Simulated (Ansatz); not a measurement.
# CaSe (Fm-3m) in Ansatz: a series of runs

One crystal, CaSe, is run at these levels: PBEsol; tasks: band structure.

Program: Ansatz 0.2.0. These are calculated values, not measurements. Logs are shortened: lines on timing, memory, paths and dates and some standing lists are left out, and cuts for length are marked.

**Experimental background.**

A printed reference work, monograph, original work of 1988 reports, for a bulk crystal of CaSe at 2 K: band gap 3.85 eV (indirect).

How close the calculation comes is told below.

## (1) The structure

It takes space group Fm-3m (No. 225, cubic). The conventional cell has a = 5.912 Å, b = 5.912 Å, c = 5.912 Å, α = 90.00°, β = 90.00°, γ = 90.00°. Se (site symmetry m-3m) has 6 Ca at 2.96 Å as nearest neighbours. Around Ca (site symmetry m-3m) lie 6 Se at 2.96 Å.

## (2) Band structure, PBEsol

File input.yaml:

```yaml
crystal:
  lattice:
    - [0.0, 2.956, 2.956]
    - [2.956, 0.0, 2.956]
    - [2.956, 2.956, 0.0]
  atoms:
    - { symbol: Se, position: [0.5, 0.5, 0.5] }
    - { symbol: Ca, position: [0.0, 0.0, 0.0] }
kpoints:
  mp_grid: { grid: [8, 8, 8] }
  band_path:
    path:
      - [0.0, 0.0, 0.0]
      - [0.5, 0.0, 0.5]
      - [0.5, 0.25, 0.75]
      - [0.375, 0.375, 0.75]
      - [0.0, 0.0, 0.0]
      - [0.5, 0.5, 0.5]
      - [0.625, 0.25, 0.625]
      - [0.5, 0.25, 0.75]
    npoints: 6
scf:
  occupations: { method: fermi_dirac, width: 0.05 }
hamiltonian:
  xc: pbesol
  pseudopotentials: { kind: all_electron, lapw: { basis_error: 0.001 } }
output:
  forces: true
  stress: true
  eigenvalues: true
```

Potentials or basis: all-electron LAPW, scalar-relativistic.

Run with:

```
> ansatz run input.yaml --threads 1 --pin off --max-ram 3072MiB --backend cpu --events-out ev --progress --plain --runs-dir out
```

Output:

```text
Warning: RAYON_NUM_THREADS=1 ignored (pool sized by the plan → 1); use --threads N
LAPW: plane waves up to 6.691 Å⁻¹, error target 1.0e-3 eV per atom; small_component_spin mean_spin; Ca in spheres of 1.469 Å, 10 of its electrons in bands, Dirac shells []; Se in spheres of 1.487 Å, 24 of its electrons in bands, Dirac shells [] (how accurate: hamiltonian.pseudopotentials.lapw.basis_error, Limitations)
Engine: ansatz 0.2.0, x86_64-unknown-linux-gnu
Pseudopotentials: kind: all_electron
Pseudopotential: Se, LAPW, valence charge 24, lapw/all_electron/scalar/gaussian/Se, Koelling and Harmon's equation, gaussian nucleus
Pseudopotential: Ca, LAPW, valence charge 10, lapw/all_electron/scalar/gaussian/Ca, Koelling and Harmon's equation, gaussian nucleus
Functional definition: PBEsol
  exchange = pbesol_x
  correlation = pbesol_c
Crystal: 2 atoms, lattice volume = 51.659 Å³
Basis set: ecut = 170.55097869775477 eV, 259 PW (Γ), exchange–correlation at level 2
Bands: 21, of which v1, the nominal top of the filled ones, is band 17 counted from 1 (16 counted from 0)
Symmetry: 48 space group operations
Space group: Fm-3m (ITA 225), of the structure as read, at distance tolerance 3.7e-5 Å
k-points: 29 of 512
Non-local potential: Se, projectors of the file, none
Non-local potential: Ca, projectors of the file, none
Initial density: superposition of atomic densities (chi_scale 0.1, normalization cell, long waves kept (reshape's long-wave potential 0.00 eV rms))
Initial wavefunctions: plane waves of lowest kinetic energy (no species holds an atomic orbital)
Functional: x = pbesol(κ = 0.804, μ = 0.12345679012345678), c = pbesol(β = 0.046)
iter 1 solved again at ethr=1.27e-3 eV; its pass at ethr=1.00e-1 eV (dr2=4.31e-1 eV) is discarded
SCF iter   1: F=—  HF=-84576.366618 eV  |F-HF|=—  |Δ(HF+E_count)|=         —  Δρ=2.05e-2  dr2=4.31e-1  ethr=1.27e-3  ⟨swp⟩=2.0  Hψ=3995  notcnv=0
preconditioner: auto → none  [insulator: Δε(μ)=2.386 eV  Ē_g=9.262 eV  σ=0.050 eV  W_gap=1.00  n_scr=14 (ndim 8)  ℏωp=14.6 eV  f_vac=0.000  D(μ)=0.00/eV (n_scr^D=0)  ε∞_Penn≈3.5]
iter 2 solved again at ethr=5.57e-5 eV; its pass at ethr=1.27e-3 eV (dr2=1.89e-2 eV) is discarded
SCF iter   2: F=—  HF=-84576.259280 eV  |F-HF|=—  |Δ(HF+E_count)|=   1.07e-1  Δρ=5.23e-3  dr2=1.89e-2  ethr=5.57e-5  ⟨swp⟩=2.1  Hψ=3255  notcnv=0  defer=1
SCF iter   3: F=—  HF=-84576.259408 eV  |F-HF|=—  |Δ(HF+E_count)|=         —  Δρ=3.26e-3  dr2=9.95e-3  ethr=5.56e-5  ⟨swp⟩=2.0  Hψ=2000  notcnv=0
the basis was enlarged: its passes take 68.8 KiB over the memory plan, 1 of 1 planned eigensolver slots
SCF iter   4: F=—  HF=-84576.260641 eV  |F-HF|=—  |Δ(HF+E_count)|=   1.23e-3  Δρ=4.99e-4  dr2=1.67e-4  ethr=2.93e-5  ⟨swp⟩=2.0  Hψ=1885  notcnv=0
SCF iter   5: F=—  HF=-84576.260786 eV  |F-HF|=—  |Δ(HF+E_count)|=   1.45e-4  Δρ=5.94e-5  dr2=1.48e-6  ethr=4.91e-7  ⟨swp⟩=2.6  Hψ=1910  notcnv=0
SCF iter   6: F=—  HF=-84576.260791 eV  |F-HF|=—  |Δ(HF+E_count)|=   4.81e-6  Δρ=1.76e-5  dr2=8.53e-8  ethr=4.37e-9  ⟨swp⟩=3.0  Hψ=1961  notcnv=0
SCF iter   7: F=-84576.260791 eV  HF=-84576.260791 eV  |F-HF|=2.39e-9  |Δ(HF+E_count)|=   3.04e-7  Δρ=1.58e-6  dr2=5.44e-10  ethr=2.51e-10  ⟨swp⟩=3.0  Hψ=1979  notcnv=0
SCF 1 converged in 7 iterations: F = -84576.260791 eV  dr2 = 5.44e-10
NSCF: frozen V_eff on 43 k-points
SCF converged after 7 iterations
Free energy (F): -84576.260791 eV
Harris-Foulkes:  -84576.260791 eV  (|F-HF|=2.39e-9)
Internal energy: -84576.260791 eV  (E = F + TS)
E sigma→0 (E₀):  -84576.260791 eV
Fermi energy:    8.470905 eV
--- Per-component energies (eV) ---
  E_band       = -1724.036912
  E_kinetic    = 86275.711745
  E_xc         = -3312.450280
  E_electrostatic = -167539.522256  (all electrons and nuclei)
  E_smearing   = -0.000000  (= −TS)
  E_closure    = 0.000000  (closes the sum)
  E_atoms      = -84566.211552  (free atoms, spherical and without spin; not in F)
  Σ components = -84576.260791   (vs F -84576.260791, Δ=0.00e0)
  Basis errors (estimates in eV, not in F): energy 3.9e-4 per atom: plane waves 3.5e-4 (2.0e-4 summed), levels above the bands 6.6e-31, relativity 5.4e-9, radial functions 3.4e-5, core shells 6.4e-7; eigenvalues (radial functions only) 1.2e-6; not estimated: angular momenta, meshes, grids; target (lapw.basis_error) 1.0e-3; muffin-tin radii Ca 1.469 Å, Se 1.487 Å
--- Forces (eV/Å), atoms counted from 1 ---
  atom   1  Se    -0.00000000    -0.00000000     0.00000000
  atom   2  Ca    -0.00000000     0.00000000    -0.00000000
  max |Σ_I F_I| component: 3.12e-31 eV/Å
--- Stress (GPa, compression-positive) ---
       -1.104461       0.000000      -0.000000
        0.000000      -1.104461      -0.000000
       -0.000000      -0.000000      -1.104461
  P = ⅓ Tr σ = -1.1045 GPa (-11.045 kbar)
--- Band table (eV; the first three rows and the last of 29) ---
  k-point 0: bands = ["-198.3162", "-137.9807", "-137.9807", "-137.9807", "-38.4232", "-38.4232", "-38.4176", "-38.4176", "-38.4176", "-32.0442", "-13.1159", "-13.1159", "-13.1159", "-4.3279", "7.5027", "7.5027", "7.5027", "10.6964", "11.1599", "11.1599", "11.1599"]
  k-point 1: bands = ["-198.3162", "-137.9807", "-137.9807", "-137.9807", "-38.4232", "-38.4232", "-38.4176", "-38.4176", "-38.4176", "-32.0432", "-13.1339", "-13.1171", "-13.1171", "-4.2339", "6.7134", "7.2595", "7.2595", "11.0243", "11.3753", "11.3753", "11.7293"]
  k-point 2: bands = ["-198.3162", "-137.9807", "-137.9807", "-137.9807", "-38.4232", "-38.4232", "-38.4176", "-38.4175", "-38.4175", "-32.0407", "-13.1766", "-13.1199", "-13.1199", "-3.9954", "5.4598", "6.7941", "6.7941", "11.1378", "11.9007", "11.9007", "13.1552"]
  k-point 28: bands = ["-198.3162", "-137.9807", "-137.9807", "-137.9807", "-38.4233", "-38.4231", "-38.4175", "-38.4175", "-38.4174", "-32.0346", "-13.1761", "-13.1761", "-13.1572", "-3.6521", "5.4867", "5.4867", "5.8049", "11.8562", "11.8562", "12.7133", "13.2391"]
```

It took 3.8 s on 1 thread of Intel Xeon 6975P-C (Granite Rapids), shared host; peak memory 0.29 GiB.

Results:

| Item | Value |
| --- | --- |
| Free energy | -84576.2608 eV |
| Pressure | -1.1 GPa |
| Band gap on the k mesh | 1.93 eV, indirect (least direct gap 2.88 eV) |
| Band gap along the path | 1.93 eV, indirect (least direct gap 2.88 eV) |

Levels at the corners of the path, in eV from the valence-band top:
```
point  band 14  band 15  band 16  band 17  band 18  band 19  band 20  band 21
    Γ   -11.83     0.00     0.00     0.00     3.19     3.66     3.66     3.66
    X   -11.25    -2.56    -0.95    -0.95     1.93     4.96     5.04     6.03
    W   -11.15    -2.02    -2.02    -1.70     4.35     4.35     5.21     5.74
    K   -11.17    -2.29    -2.08    -1.13     3.20     5.66     5.71     5.71
    Γ   -11.83     0.00     0.00     0.00     3.19     3.66     3.66     3.66
    L   -11.12    -3.33    -1.21    -1.21     4.38     5.46     5.50     5.50
    U   -11.17    -2.29    -2.08    -1.13     3.20     5.66     5.71     5.71
    W   -11.15    -2.02    -2.02    -1.70     4.35     4.35     5.21     5.74
```

## (3) Band structure, PBEsol

input.yaml, as its differences from that of step 2:

```diff
@@ -25,3 +25,6 @@
   xc: pbesol
-  pseudopotentials: { kind: all_electron, lapw: { basis_error: 0.001 } }
+  pseudopotentials:
+    kind: all_electron
+    lapw: { basis_error: 0.001 }
+    relativity: none
 output:
```

Potentials or basis: all-electron LAPW, non-relativistic.

Run with:

```
> ansatz run input.yaml --threads 1 --pin off --max-ram 3072MiB --backend cpu --events-out ev --progress --plain --runs-dir out
```

Run time: 3.5 s. Hardware: 1 thread of Intel Xeon 6975P-C (Granite Rapids), shared host; peak memory 0.28 GiB.

It converged, with:

```
Free energy             : -83713.6502 eV
Pressure                : -0.8 GPa
Band gap on the k mesh  : 1.91 eV, indirect (least direct gap 2.86 eV)
Band gap along the path : 1.91 eV, indirect (least direct gap 2.86 eV)
```

Levels at the corners of the path, in eV from the valence-band top:
```csv
point,band 15,band 16,band 17,band 18,band 19,band 20
Γ,0.00,0.00,0.00,3.55,3.62,3.62
X,-2.56,-0.95,-0.95,1.91,4.97,5.08
W,-2.02,-2.02,-1.70,4.32,4.32,5.20
K,-2.30,-2.08,-1.13,3.18,5.65,5.66
Γ,0.00,0.00,0.00,3.55,3.62,3.62
L,-3.32,-1.22,-1.22,4.49,5.42,5.45
U,-2.30,-2.08,-1.13,3.18,5.65,5.66
W,-2.02,-2.02,-1.70,4.32,4.32,5.20
```

Caveat: relativity is left out, which matters for the heavier elements.

## (4) Band structure, PBEsol

input.yaml, as its differences from that of step 3:

```diff
@@ -25,6 +25,3 @@
   xc: pbesol
-  pseudopotentials:
-    kind: all_electron
-    lapw: { basis_error: 0.001 }
-    relativity: none
+  pseudopotentials: { kind: all_electron, datasets: crystal }
 output:
```

Potentials or basis: all-electron PAW datasets made for the crystal.

Run with:

```
> ansatz run input.yaml --threads 1 --pin off --max-ram 3072MiB --backend cpu --events-out ev --progress --plain --runs-dir out
```

Wall time 4.2 s (1 thread of Intel Xeon 6975P-C (Granite Rapids), shared host); peak memory 0.38 GiB.

Results (log left out):

```
Free energy             : -84576.2614 eV
Pressure                : -1.1 GPa
Band gap on the k mesh  : 1.93 eV, indirect (least direct gap 2.88 eV)
Band gap along the path : 1.93 eV, indirect (least direct gap 2.88 eV)
```

Levels at the corners of the path, in eV from the valence-band top:
```csv
point,band 4,band 5,band 6,band 7,band 8,band 9,band 10,band 11,band 12
Γ,-20.62,-11.83,0.00,0.00,0.00,3.19,3.66,3.66,3.66
X,-20.65,-11.25,-2.56,-0.95,-0.95,1.93,4.96,5.04,6.03
W,-20.66,-11.15,-2.02,-2.02,-1.70,4.35,4.35,5.21,5.74
K,-20.64,-11.17,-2.29,-2.08,-1.13,3.20,5.66,5.71,5.71
Γ,-20.62,-11.83,0.00,0.00,0.00,3.19,3.66,3.66,3.66
L,-20.63,-11.12,-3.33,-1.21,-1.21,4.38,5.46,5.50,5.50
U,-20.64,-11.17,-2.29,-2.08,-1.13,3.20,5.66,5.71,5.71
W,-20.66,-11.15,-2.02,-2.02,-1.70,4.35,4.35,5.21,5.74
```

(Continued in part 2 of 2.)
